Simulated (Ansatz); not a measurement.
**A convergence test on ZnSe (Stilleite): k mesh of the density**

How far can the k mesh of the density be lowered for the gap of ZnSe (Stilleite)?

Method: DFT, PBE, plane waves, PAW, in Ansatz 0.2.0.

Report form: the programs' logs are mostly left out.

### 1. The structure

It takes space group F-43m (No. 216, cubic). Conventional cell: a = 5.668 Å, b = 5.668 Å, c = 5.668 Å, α = 90.00°, β = 90.00°, γ = 90.00°. Nearest to Zn lie 4 Se at 2.45 Å. Nearest to Se lie 4 Zn at 2.45 Å. Farther neighbours and most contacts between anions are not listed.

The cell and positions come from the Crystallography Open Database and are kept as given unless a step says otherwise. The default PAW set here is soft_2. Its files were made with PBE.

### 2. k mesh of the density: 2×2×2

Input file input.yaml:

```yaml
crystal:
  lattice:
    - [0.0, 2.8338, 2.8338]
    - [2.8338, 0.0, 2.8338]
    - [2.8338, 2.8338, 0.0]
  atoms:
    - { symbol: Zn, position: [0.0, 0.0, 0.0] }
    - { symbol: Se, position: [0.25, 0.25, 0.25] }
kpoints:
  mp_grid: { grid: [2, 2, 2] }
  band_path:
    path:
      - [0.0, 0.0, 0.0]
      - [-0.5, -0.5, 0.0]
      - [-0.375, -0.375, 0.25]
      - [-0.375, 0.0, 0.375]
      - [0.0, 0.0, 0.5]
      - [-0.5, -0.25, 0.25]
    npoints: 1
hamiltonian:
  xc: pbe
scf:
  occupations: { method: fixed }
  n_extra_bands: 4
output:
  eigenvalues: true
```

Run with:

```bash
$ ansatz run input.yaml --threads 3 --pin off --max-ram 92160MiB --backend cuda --events-out ev --progress --plain --runs-dir out --devices 1 --max-vram 13GiB  # rebuilt from the run's record
```

Run time: 2.2 s. Hardware: 1 × NVIDIA H100 80GB HBM3 (shared by 6 runs) with 3 threads of AMD EPYC 7R13 (Zen 3), shared host; peak memory 0.91 GiB.

Numbers from this step:

| Item | Value |
| --- | --- |
| gap | 1.160 eV |
| valence top at | Γ |
| conduction bottom at | Γ |
| least direct gap | 1.160 eV |

The gap is direct, at Γ.

### 3. k mesh of the density: 4×4×4

Edit input.yaml of step 2 so:

```diff
@@ -9,3 +9,3 @@
 kpoints:
-  mp_grid: { grid: [2, 2, 2] }
+  mp_grid: { grid: [4, 4, 4] }
   band_path:
```

Run time: 2.6 s. Hardware: 1 × NVIDIA H100 80GB HBM3 (shared by 6 runs) with 3 threads; peak memory 0.91 GiB.

This step gave:

* gap: 1.276 eV
* valence top at: Γ
* conduction bottom at: Γ
* least direct gap: 1.276 eV

The gap is 1.276 eV, +0.116 eV from the run before at this level.

### 4. k mesh of the density: 8×8×8 (the default)

input.yaml, the sections that differ from step 3:

```yaml
kpoints:
  mp_grid: { grid: [8, 8, 8] }
  band_path:
    path:
      - [[0.0, 0.0, 0.0], [-0.5, -0.5, 0.0], [-0.375, -0.375, 0.25]]
      - [[-0.375, 0.0, 0.375], [0.0, 0.0, 0.0], [0.0, 0.0, 0.5], [-0.5, -0.25, 0.25], [-0.5, -0.5, 0.0]]
    npoints: 10
scf:
  occupations: { method: fermi_dirac, width: 0.02 }
  n_extra_bands: 4
output:
  eigenvalues: true
  write_density: true
  write_potential: true
  elf: true
  volumetric_format: npy
# crystal, hamiltonian: as in step 3
```

The job ended after 6.1 s (1 × NVIDIA H100 80GB HBM3 (shared by 6 runs) with 3 threads; peak memory 0.93 GiB).

This step gave:

```
gap                  : 1.288 eV
valence top at       : Γ
conduction bottom at : Γ
least direct gap     : 1.288 eV
```

The gap is 1.288 eV, +0.012 eV from the run before at this level.

### 5. k mesh of the density: 10×10×10

input.yaml, the sections that differ from step 4:

```yaml
kpoints:
  mp_grid: { grid: [10, 10, 10] }
  band_path:
    path:
      - [0.0, 0.0, 0.0]
      - [-0.5, -0.5, 0.0]
      - [-0.375, -0.375, 0.25]
      - [-0.375, 0.0, 0.375]
      - [0.0, 0.0, 0.5]
      - [-0.5, -0.25, 0.25]
    npoints: 1
scf:
  occupations: { method: fixed }
  n_extra_bands: 4
output:
  eigenvalues: true
# crystal, hamiltonian: as in step 4
```

The job ended after 3.4 s (1 × NVIDIA H100 80GB HBM3 (shared by 6 runs) with 3 threads; peak memory 0.91 GiB; 5.2 s of CPU time).

This step gave:

- gap: 1.288 eV
- valence top at: Γ
- conduction bottom at: Γ
- least direct gap: 1.288 eV

The gap is 1.288 eV, as in the run before at this level.

### 6. The series

Differences are against the last row; a negative gap means that bands overlap, and a run with a band path holds that path's time. Times are wall times on 1 × NVIDIA H100 80GB HBM3 (shared by 6 runs) with 3 threads of AMD EPYC 7R13 (Zen 3), shared host, good to a factor of about two.

```
k mesh of the density  gap (eV)  direct gap (eV)  gap error (eV)  energy error (meV/atom)  irreducible k   time
                2×2×2     1.160            1.160          −0.128                   +734.2              3  2.2 s
                4×4×4     1.276            1.276          −0.013                    +33.7              8  2.6 s
                8×8×8     1.288            1.288         −0.0002                     +0.3             29  6.1 s
             10×10×10     1.288            1.288          +0.000                     +0.0             47  3.4 s
```

### 7. Outcome

```json
{
 "2×2×2": "1.160 eV",
 "4×4×4": "1.276 eV",
 "8×8×8": "1.288 eV",
 "10×10×10": "1.288 eV"
}
```

In words: The gap holds to 0.02 eV from 4×4×4 on. At 2×2×2 the gap is off by −0.128 eV and the energy by +734 meV/atom. The gap is read over the mesh and added points near the edges, so meshes differ mainly through the density and, for a hybrid, the exchange operator.

[Paths, hosts, dates, memory and timing lines, banners, echoed tables and standing remarks are left out of the program output.]

[Logs are printed without paths, hosts, clocks, repeated set-up lines and the standing remarks that a program may print on its own settings, such as how far it seeks lower states.]

[Runs of the session that timed out or met a known fault of the program may be left out.]

[Cells called generated may have been cut or substituted from an entry of the Crystallography Open Database or the Materials Project.]

[Hosts, paths, dates, database ids (printed as entryN), source tags and the programs' standing remarks are cut or masked in the printed files.]
